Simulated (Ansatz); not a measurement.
## Te2Mo in Ansatz: the effect of target pressure

Te2Mo:

```
Te Mo
1.0
     3.51820    0.00000    0.00000
    -1.75910    3.04685    0.00000
     0.00000    0.00000   13.97360
Te Mo
4 2
Direct
  0.66667 0.33333 0.37900
  0.33333 0.66667 0.87900
  0.66667 0.33333 0.12100
  0.33333 0.66667 0.62100
  0.66667 0.33333 0.75000
  0.33333 0.66667 0.25000
```

Alike in all runs:

```yaml
Program: Ansatz 0.2.0
Task: relaxation of cell and atoms
Functional: r2SCAN
Potentials_or_basis: Ansatz PAW
Cutoff: "500 eV (not typed: the program's choice for these potentials)"
k_mesh: 9 × 9 × 2
Occupations: fermi-dirac, width 0.05 eV
Spin: no spin polarisation
```

Each run relaxes the cell or the atoms first.

One run gave: relaxed volume 23.84 Å³/atom; gap on the mesh 0.74 eV. Which target pressure did it use?
A. 0 GPa
B. 2 GPa
C. 20 GPa
D. 30 GPa
E. 5 GPa

E.

```csv
target pressure,relaxed volume (Å³/atom),gap on the mesh (eV)
0 GPa,26.99,1.06
2 GPa,25.22,0.90
5 GPa,23.84,0.74
10 GPa,22.37,0.55
20 GPa,20.48,none
30 GPa,19.19,none
```

Caveats: the plane-wave basis is chosen anew once the cell has moved, so the energies of steps on either side of that aren't comparable; the PAW data sets come from PBE, with cores solved anew for the run's functional, which leaves a small shift of forces and pressure; odd divisions of the mesh miss points on the zone boundary, where band edges often lie, so the gap on the mesh can be too wide (some runs); spin-orbit coupling is left out, which moves the levels of the heavy elements (some runs); the volume moved by over 15 % at a fixed basis, so the end points are rough (some runs).

A k mesh can miss the band edges.

A gap of «none» marks a metal or a gap under the smearing width.

Runs at the PBE level aren't shown here.
